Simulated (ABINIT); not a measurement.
# C (C2/m) in ABINIT: single point with PBE

Aim: the single point of C with PBE.

Everything below comes from runs of ABINIT 10.8.3 (patched build). Logs are shortened: lines on timing, memory, paths and dates and some standing lists are left out, and cuts for length are marked. The log counts tension as positive stress, the text compression.

## (1) The structure

It takes space group C2/m (No. 12, monoclinic). The conventional cell has a = 4.255 Å, b = 2.457 Å, c = 3.765 Å, α = 90.00°, β = 111.49°, γ = 90.00°. Around C (site symmetry m) lie 3 C at 1.42 Å.

This is a stacking variant of graphite.

## (2) Single point, PBE

run.abi reads:

```
pp_dirpath "./"
pseudos "C.upf"

acell 3*1.0
rprim
     4.0200527600    -2.3211174153     0.0000000000
     4.0200527600     2.3211174153     0.0000000000
    -2.6060639092     0.0000000000     6.6193895097
ntypat 1
znucl 6
natom 2
typat 1 1
xred
     0.1666444700     0.1666444700     0.9999069600
     0.8333555300     0.8333555300     0.0000930400
chkprim 0
chksymtnons 0
tolsym 1.0e-6

ecut 843.552974 eV

kptopt 1
ngkpt 10 10 6
nshiftk 1
shiftk 0.0 0.0 0.0

ixc 11

nband 8
occopt 3
tsmear 0.00183747

nstep 100
tolvrs 1.0e-10

iomode 3
prtwf 0
prteig 0
prtebands 0
enunit 1
prtden 1
prtvha 1
prtvclmb 1
prtpot 1
prtelf 1
```

Potentials or basis: PseudoDojo NC SR PBE v0.4.1 standard.

Launch:

```
$ mpirun --bind-to none -np 4 abinit run.abi > log 2>&1
```

run.abo:

```text
.Version 10.8.3 of ABINIT
 Symmetries : space group C2/m (# 12); Bravais mC (1-face-center monocl.)
================================================================================
 Values of the parameters that define the memory need of the present run
     intxc =       0    ionmov =       0      iscf =       7    lmnmax =       4
     lnmax =       4     mgfft =      36  mpssoang =       2    mqgrid =    3001
     natom =       2  nloc_mem =       1    nspden =       1   nspinor =       1
    nsppol =       1      nsym =       4    n1xccc =    2501    ntypat =       1
    occopt =       3   xclevel =       2
       mpw =        1031          nfft =       20736          nkpt =         172
================================================================================
================================================================================

--------------------------------------------------------------------------------
------------- Echo of variables that govern the present computation ------------
--------------------------------------------------------------------------------
 -outvars: echo values of preprocessed input variables --------
            acell      1.0000000000E+00  1.0000000000E+00  1.0000000000E+00 Bohr
              amu      1.20110000E+01
          chkprim           0
      chksymtnons           0
             ecut      3.10000000E+01 Hartree
           enunit           1
                       outvar_i_n : Printing only first  50 k-points.
              ixc          11
                       outvar_i_n : Printing only first  50 k-points.
         kptrlatt       10    0    0      0   10    0      0    0    6
          kptrlen      4.26835322E+01
            natom           2
            nband           8
            ngfft          24      24      36
             nkpt         172
            nstep         100
             nsym           4
           ntypat           1
                       prtocc : prtvol=0, do not print more k-points.
           occopt           3
        prtebands           0
           prteig           0
           prtelf           1
           prtpot           1
         prtvclmb           1
           prtvha           1
            prtwf           0
            rprim      4.0200527600E+00 -2.3211174153E+00  0.0000000000E+00
                       4.0200527600E+00  2.3211174153E+00  0.0000000000E+00
                      -2.6060639092E+00  0.0000000000E+00  6.6193895097E+00
          spgroup          12
           tolsym      1.00000000E-06
           tolvrs      1.00000000E-10
           tsmear      1.83747000E-03 Hartree
            typat      1  1
                       outvars : Printing only first  50 k-points.
           xangst     -6.6992899158E-01  4.4671392952E-17  3.5025041729E+00
                       3.5454999732E+00 -3.0522043086E-17  3.2590331029E-04
            xcart     -1.2659823179E+00  8.4416698342E-17  6.6187736417E+00
                       6.7000239287E+00 -5.7678302236E-17  6.1586799998E-04
             xred      1.6664447000E-01  1.6664447000E-01  9.9990696000E-01
                       8.3335553000E-01  8.3335553000E-01  9.3040000000E-05
            znucl        6.00000

================================================================================

 chkinp: Checking input parameters for consistency.

================================================================================
== DATASET  1 ==================================================================

--- !DatasetInfo
iteration_state: {dtset: 1, }
dimensions: {natom: 2, nkpt: 172, mband: 8, nsppol: 1, nspinor: 1, nspden: 1, mpw: 1031, }
cutoff_energies: {ecut:  31.0, pawecutdg:  -1.0, }
electrons: {nelect:   8.00000000E+00, charge:   0.00000000E+00, occopt:   3.00000000E+00, tsmear:   1.83747000E-03, }
meta: {optdriver: 0, ionmov: 0, optcell: 0, iscf: 7, paral_kgb: 0, }
...

 Exchange-correlation functional for the present dataset will be:
  GGA: Perdew-Burke-Ernzerhof functional - ixc=11
  J.P.Perdew, K.Burke, M.Ernzerhof, PRL 77, 3865 (1996)

 Real(R)+Recip(G) space primitive vectors, cartesian coordinates (Bohr,Bohr^-1):
 R(1)=  4.0200528 -2.3211174  0.0000000  G(1)=  0.1243765 -0.2154135  0.0489672
 R(2)=  4.0200528  2.3211174  0.0000000  G(2)=  0.1243765  0.2154135  0.0489672
 R(3)= -2.6060639  0.0000000  6.6193895  G(3)=  0.0000000  0.0000000  0.1510713
 Unit cell volume ucvol=  1.2353124E+02 bohr^3
 Angles (23,13,12)=  1.08496630E+02  1.08496630E+02  6.00029689E+01 degrees

 getcut: wavevector=  0.0000  0.0000  0.0000  ngfft=  24  24  36
         ecut(hartree)=     31.000   => boxcut(ratio)=   2.01990

--- Pseudopotential description ------------------------------------------------
- pspini: atom type   1  psp file is ./C.upf
12 -101130 1 -1 1248                          pspcod,pspxc,lmax,lloc,mmax
     nproj     2     2

   6.90154688E+01                                ecore*ucvol(ha*bohr**3)
--------------------------------------------------------------------------------

================================================================================

--- !BeginCycle
iteration_state: {dtset: 1, }
solver: {iscf: 7, nstep: 100, nline: 4, wfoptalg: 0, }
tolerances: {tolvrs: 1.00E-10, }
...

     iter   Etot(hartree)      deltaE(h)  residm     vres2
 ETOT  1  -12.019178396472    -1.202E+01 1.238E-01 1.401E+02
 ETOT  2  -12.044674881224    -2.550E-02 2.185E-02 4.802E+00
 ETOT  3  -12.044962162306    -2.873E-04 4.078E-03 6.139E-01
 ETOT  4  -12.045000132623    -3.797E-05 3.670E-03 5.860E-03
 ETOT  5  -12.045000330649    -1.980E-07 8.281E-04 2.758E-05
 ETOT  6  -12.045000331992    -1.343E-09 1.298E-03 3.995E-07
 ETOT  7  -12.045000332016    -2.360E-11 4.175E-04 8.093E-09
 ETOT  8  -12.045000332016    -3.393E-13 5.659E-04 5.685E-11

 At SCF step    8       vres2   =  5.69E-11 < tolvrs=  1.00E-10 =>converged.

 Compute ELF
--------------------------------------------------------------------------------

 Compute kinetic energy density

 Compute gradient of the electron density
 Electron Localization Function (ELF) [min:0;max:1]
)     Maximum=    9.4291E-01  at reduced coord.    0.0000    0.5000    0.0000
)     Minimum=    9.1533E-07  at reduced coord.    0.1667    0.1667    0.0000
   Integrated=    4.3559E+01

--------------------------------------------------------------------------------
 End of ELF section

 Cartesian components of stress tensor (hartree/bohr^3)
  sigma(1 1)= -3.48400151E-05  sigma(3 2)=  0.00000000E+00
  sigma(2 2)= -3.24728246E-05  sigma(3 1)=  1.02974217E-06
  sigma(3 3)=  4.60453445E-05  sigma(2 1)=  0.00000000E+00

--- !ResultsGS
iteration_state: {dtset: 1, }
comment   : Summary of ground state results
lattice_vectors:
- [  4.0200528,  -2.3211174,   0.0000000, ]
- [  4.0200528,   2.3211174,   0.0000000, ]
- [ -2.6060639,   0.0000000,   6.6193895, ]
lattice_lengths: [   4.64203,    4.64203,    7.11392, ]
lattice_angles: [108.497, 108.497,  60.003, ] # degrees, (23, 13, 12)
lattice_volume:   1.2353124E+02
convergence: {deltae: -3.393E-13, res2:  5.685E-11, residm:  5.659E-04, diffor: null, }
etotal    :  -1.20450003E+01
entropy   :   0.00000000E+00
fermie    :   1.76681322E-01
cartesian_stress_tensor: # hartree/bohr^3
- [ -3.48400151E-05,   0.00000000E+00,   1.02974217E-06, ]
- [  0.00000000E+00,  -3.24728246E-05,   0.00000000E+00, ]
- [  1.02974217E-06,   0.00000000E+00,   4.60453445E-05, ]
pressure_GPa:   2.0857E-01
xred      :
- [  1.6664E-01,   1.6664E-01,   9.9991E-01,  C]
- [  8.3336E-01,   8.3336E-01,   9.3040E-05,  C]
cartesian_forces: # hartree/bohr
- [ -5.02866839E-05,   2.15422596E-21,   1.15728176E-04, ]
- [  5.02866839E-05,  -2.15422596E-21,  -1.15728176E-04, ]
force_length_stats: {min:   1.26181462E-04, max:   1.26181462E-04, mean:   1.26181462E-04, }
...

 Integrated electronic density in atomic spheres:
 ------------------------------------------------
 Atom  Sphere_radius  Integrated_density
    1        2.00000          4.81835461
    2        2.00000          4.81835461
================================================================================

 ----iterations are completed or convergence reached----

 Mean square residual over all n,k,spin=   12.018E-07; max=  56.593E-05
 reduced coordinates (array xred) for    2 atoms
       0.166644470000      0.166644470000      0.999906960000
       0.833355530000      0.833355530000      0.000093040000
 rms dE/dt=  5.4361E-04; max dE/dt=  8.9710E-04; dE/dt below (all hartree)
    1       0.000202155123      0.000202155123     -0.000897100189
    2      -0.000202155123     -0.000202155123      0.000897100189

 cartesian coordinates (angstrom) at end:
    1     -0.66992899157875     0.00000000000000     3.50250417293697
    2      3.54549997316192    -0.00000000000000     0.00032590331029

 cartesian forces (hartree/bohr) at end:
    1     -0.00005028668394     0.00000000000000     0.00011572817644
    2      0.00005028668394    -0.00000000000000    -0.00011572817644
 frms,max,avg= 7.2850901E-05 1.1572818E-04   0.000E+00  0.000E+00  0.000E+00 h/b

 cartesian forces (eV/Angstrom) at end:
    1     -0.00258584525625     0.00000000000000     0.00595098210184
    2      0.00258584525625    -0.00000000000000    -0.00595098210184
 frms,max,avg= 3.7461440E-03 5.9509821E-03   0.000E+00  0.000E+00  0.000E+00 e/A
 length scales=  1.000000000000  1.000000000000  1.000000000000 bohr
              =  0.529177210544  0.529177210544  0.529177210544 angstroms
 Fermi (or HOMO) energy (eV) =   4.80774   Average Vxc (eV)= -10.15716
 Eigenvalues (   eV  ) for nkpt= 172  k points:
 kpt#   1, nband=  8, wtk=  0.00167, kpt=  0.0000  0.0000  0.0000 (reduced coord)
 -14.99819   -2.13524    1.70489    1.70832    8.66000   13.24038   13.24312   16.23152
 prteigrs : prtvol=0 or 1, do not print more k-points.

--- !EnergyTerms
iteration_state     : {dtset: 1, }
comment             : Components of total free energy in Hartree
kinetic             :  8.41690312442067E+00
hartree             :  3.74770225641299E+00
xc                  : -4.29962213672729E+00
Ewald energy        : -7.95235816891628E+00
psp_core            :  5.58688389537482E-01
local_psp           : -1.19530811458102E+01
non_local_psp       : -5.63232649978558E-01
internal            : -1.20450003310612E+01
'-kT*entropy'       : -9.55016083855629E-10
total_energy        : -1.20450003320162E+01
total_energy_eV     : -3.27761156367462E+02
band_energy         : -1.31225614775794E+00
...

 Cartesian components of stress tensor (hartree/bohr^3)
  sigma(1 1)= -3.48400151E-05  sigma(3 2)=  0.00000000E+00
  sigma(2 2)= -3.24728246E-05  sigma(3 1)=  1.02974217E-06
  sigma(3 3)=  4.60453445E-05  sigma(2 1)=  0.00000000E+00

-Cartesian components of stress tensor (GPa)         [Pressure=  2.0857E-01 GPa]
- sigma(1 1)= -1.02502863E+00  sigma(3 2)=  0.00000000E+00
- sigma(2 2)= -9.55383484E-01  sigma(3 1)=  3.02960605E-02
- sigma(3 3)=  1.35470081E+00  sigma(2 1)=  0.00000000E+00

== END DATASET(S) ==============================================================
================================================================================

 -outvars: echo values of variables after computation  --------
            acell      1.0000000000E+00  1.0000000000E+00  1.0000000000E+00 Bohr
           etotal     -1.2045000332E+01
            fcart     -5.0286683936E-05  2.1542259613E-21  1.1572817644E-04
                       5.0286683936E-05 -2.1542259613E-21 -1.1572817644E-04
            rprim      4.0200527600E+00 -2.3211174153E+00  0.0000000000E+00
                       4.0200527600E+00  2.3211174153E+00  0.0000000000E+00
                      -2.6060639092E+00  0.0000000000E+00  6.6193895097E+00
           strten     -3.4840015082E-05 -3.2472824577E-05  4.6045344500E-05
                       0.0000000000E+00  1.0297421656E-06  0.0000000000E+00
           xangst     -6.6992899158E-01  4.4671392952E-17  3.5025041729E+00
                       3.5454999732E+00 -3.0522043086E-17  3.2590331029E-04
             xred      1.6664447000E-01  1.6664447000E-01  9.9990696000E-01
                       8.3335553000E-01  8.3335553000E-01  9.3040000000E-05
 Calculation completed.
```

Run time: 6.4 s. Hardware: 4 MPI ranks of Arm Neoverse V2, shared host; peak memory 0.24 GiB.

What came out:

```yaml
Free_energy: -327.7612 eV
Largest_force: 0.006 eV/Å
Band_gap_on_the_k_mesh: 1.39 eV, indirect (least direct gap 1.41 eV)
All_electrons_inside_the_program's_atomic_spheres: C 4.82 (radii [1.0584] Å)
```

Forces on the atoms (eV/Å):
```
C   -0.003  0.000  0.006
C    0.003  0.000 -0.006
```

Caveat: the cutoff is too short for stress, so the log's stress isn't used; this functional lacks dispersion, which binds the layers, so the pressure and a relaxed spacing across them are unreliable.
